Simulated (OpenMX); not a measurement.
Runs of OpenMX 3.8.5 on Ta2N. Symmetry: P-3m1, No. 164, trigonal system. Conventional cell: a = 3.113 Å, b = 3.113 Å, c = 4.870 Å, α = 90.00°, β = 90.00°, γ = 120.00°. Ta (site symmetry 3m) is surrounded by 3 N at 2.18 Å. N (site symmetry -3m) is surrounded by 6 Ta at 2.18 Å. The cell comes from a database or a generator and needn't be the stable form of this composition.

```csv
task,level,potentials or basis,spin,U,hubbard projector,start of the occupations,mixing scheme,k mesh for the Berry phase,spin constraint,gap on the mesh (eV),moment (μB),largest force (eV/Å)
Berry-phase polarisation,PBE+U,"OpenMX 2013 PBE set, Ta7.0-s3p2d2f1, N6.0-s2p2d1, grid cutoff 400 Ry","collinear, ferromagnetic start",Ta U = 1 eV,onsite,orbital polarisation,rmm-diisk,11 × 11 × 7,-,none,0.00,0.09
band structure,LDA+U,"OpenMX 2013 LDA set, Ta7.0-s3p2d2f1, N6.0-s2p2d1, grid cutoff 400 Ry","non-collinear, antiferromagnetic start, SOC",Ta U = 1 eV,dual,no orbital polarisation,rmm-diisk,-,directions,-,0.00,(a)
band structure,PBE+D2+U,"OpenMX 2013 PBE set, Ta7.0-s3p2d2f1, N6.0-s2p2d1, grid cutoff 400 Ry","non-collinear, zero start, SOC",Ta U = 2 eV,onsite,extended orbital polarisation,rmm-diisk,-,-,-,0.00,0.24
atomic charges,LDA-PW92+U,"OpenMX 2013 LDA set, Ta7.0-s3p2d2f1, N6.0-s2p2d1, grid cutoff 400 Ry","non-collinear, ferrimagnetic start, moments held on the sites",Ta U = 3 eV,dual,orbital polarisation,rmm-diis,-,directions and sizes,none,0.06,1.22
```

Alike in all rows: cell as given; k mesh 7 × 7 × 5; smearing fermi-dirac 0.05 eV.

Task: Estimate the missing entries.

Result: (a) 0.27.

Caveats: U acts on the first radial function of the shell alone, so its value doesn't carry over to other programs; the basis of atomic orbitals isn't converged, which shifts pressures, moduli and gaps; total energies with and without spin-orbit coupling shouldn't be compared in this program (some runs); forces of over 1 eV/Å show positions far from the minimum, so gaps and moduli don't describe the material at rest (some runs).

A k mesh can miss the band edges, and rows without SOC leave out spin-orbit coupling on Ta.

A gap of «none» marks a metal or a gap under the smearing width.
